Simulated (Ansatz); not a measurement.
Runs of Ansatz 0.2.0 on MoS2. Symmetry: R3m, No. 160, trigonal system. The conventional cell has a = 3.163 Å, b = 3.163 Å, c = 18.370 Å, α = 90.00°, β = 90.00°, γ = 120.00°. Around Mo (site symmetry 3m) lie 6 S at 2.36 Å. Around S (site symmetry 3m) lie 3 Mo at 2.36 Å. S (site symmetry 3m) is surrounded by 3 Mo at 2.36 Å. Measurements of this composition are mostly on another form, of space group No. 194.

```csv
task,level,potentials or basis,k mesh,cutoff (eV),smearing,basis error allowed,gap on the mesh (eV),pressure (GPa),largest force (eV/Å)
phonons,PBE,"all-electron LAPW, scalar-relativistic",10 × 10 × 10,268,fermi-dirac 0.05 eV,0.002 eV/atom,0.80,-,1.29
single point,PBE,"all-electron LAPW, scalar-relativistic",6 × 6 × 6,251,fermi-dirac 0.03 eV,0.002 eV/atom,0.65,9.3,1.30
electric field gradients,PBE,all-electron PAW datasets made for the crystal,10 × 10 × 10,300,fermi-dirac 0.05 eV,-,0.80,9.3,1.29
Wannier functions,PBE,all-electron PAW datasets made for the crystal,10 × 10 × 10,340,fixed,-,0.80,9.3,1.29
elastic constants,PBE,"all-electron LAPW, scalar-relativistic",8 × 8 × 8,268,fermi-dirac 0.05 eV,0.002 eV/atom,0.99,2.9,-
phonons,PBEsol,all-electron PAW datasets made for the crystal,10 × 10 × 10,300,fermi-dirac 0.05 eV,-,0.78,-,(a)
single point,PBE,"all-electron LAPW, scalar-relativistic",6 × 6 × 6,251,fermi-dirac 0.04 eV,0.002 eV/atom,0.65,9.3,1.30
dielectric tensor,PBE,all-electron PAW datasets made for the crystal,10 × 10 × 10,340,fixed,-,0.80,-,-
```

Alike in all rows: no spin polarisation; cell as given.

Fill in the values left out.

(a) 1.01.

Caveats: forces of over 1 eV/Å show positions far from the minimum, so gaps and moduli don't describe the material at rest (some runs).

A k mesh can miss the band edges, and the runs leave out spin-orbit coupling on Mo.

The runs don't all hold the same shells in valence.
